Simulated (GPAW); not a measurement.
Zn, 2 atoms in the cell. Symmetry: P6_3/mmc, No. 194, hexagonal system. Conventional cell: a = 2.670 Å, b = 2.670 Å, c = 4.966 Å, α = 90.00°, β = 90.00°, γ = 120.00°. Zn (site symmetry -6m2) has 12 Zn at 2.67 to 2.92 Å as nearest neighbours. 

```yaml
Program: GPAW 26.7.0
Task: relaxation of cell and atoms
Functional: revPBE
Dispersion: D3(BJ)
Potentials_or_basis: the program's PAW data sets (release 1.2.1) made for this functional
Cutoff: 600 eV
Basis: pw
k_mesh: 8 × 8 × 4
Occupations: fermi-dirac, width 0.05 eV
Spin: no spin polarisation
Maxiter: 150
Optimizer: BFGS
Fmax: 0.02 eV/Å
Max_steps: 100
```

Potentials or basis: the program's PAW data sets (release 1.2.1) made for this functional, pw.

Run with:

```console
$ OMP_NUM_THREADS=1 python run.py
```

Hardware: 1 thread of Arm Neoverse V1 (shared host).

Q: How long does it take, and how much memory?

A: Wall time 2.1 min on 1 thread of Arm Neoverse V1, with other jobs on the host, peak memory 0.23 GiB. Counts: scf iterations 102, plane waves 1051, bands 21, k points 35, ion steps 12.
